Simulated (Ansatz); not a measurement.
# Zr: the cost of one run

Method: DFT LDA, scalar-relativistic, in Ansatz 0.2.0.

## (1) Starting point

Symmetry: Im-3m, No. 229, cubic system. The conventional cell has a = 3.620 Å, b = 3.620 Å, c = 3.620 Å, α = 90.00°, β = 90.00°, γ = 90.00°. Around Zr (site symmetry m-3m) lie 8 Zr at 3.14 Å.

As a file:

```cif
data_structure
_symmetry_space_group_name_H-M 'P 1'
_symmetry_Int_Tables_number 1
_cell_length_a 3.1350
_cell_length_b 3.1350
_cell_length_c 3.1350
_cell_angle_alpha 109.471
_cell_angle_beta 109.471
_cell_angle_gamma 109.471
_cell_volume 23.72
loop_
_atom_site_label
_atom_site_type_symbol
_atom_site_fract_x
_atom_site_fract_y
_atom_site_fract_z
_atom_site_occupancy
Zr1 Zr 0.00000 0.00000 0.00000 1
```

## (2) The deformed structure

Space group Im-3m before, I4/mmm after.

## (3) LAPW, all electrons

The input, input.yaml:

```yaml
crystal:
  lattice:
    - [-1.81, 1.81, 1.8462]
    - [1.81, -1.81, 1.8462]
    - [1.81, 1.81, -1.8462]
  atoms:
    - { symbol: Zr, position: [0.0, 0.0, 0.0] }
kpoints:
  mp_grid: { grid: [16, 16, 16] }
  band_path:
    path:
      - [0.0, 0.0, 0.0]
      - [0.0, 0.0, 0.5]
      - [0.25, 0.25, 0.25]
      - [0.0, 0.5, 0.0]
      - [0.0, 0.0, 0.0]
      - [0.5, 0.5, -0.5]
      - [0.4902921953, 0.5097078047, -0.4902921953]
      - [-0.4902921953, 0.4902921953, 0.4902921953]
      - [0.0, 0.0, 0.0]
    npoints: 5
scf:
  occupations: { method: fermi_dirac, width: 0.03 }
hamiltonian:
  xc: lda
  pseudopotentials: { kind: all_electron, lapw: { basis_error: 0.0005 } }
output:
  forces: true
  stress: true
  eigenvalues: true
```

Run with:

```sh
$ ansatz run input.yaml --threads 1 --pin off --max-ram 3072MiB --backend cpu --events-out ev --progress --plain --runs-dir out
```

What time and memory should one allow on 1 thread of Intel Xeon 6975P-C (Granite Rapids), shared host?

About 13 s, with a peak of 0.47 GiB.
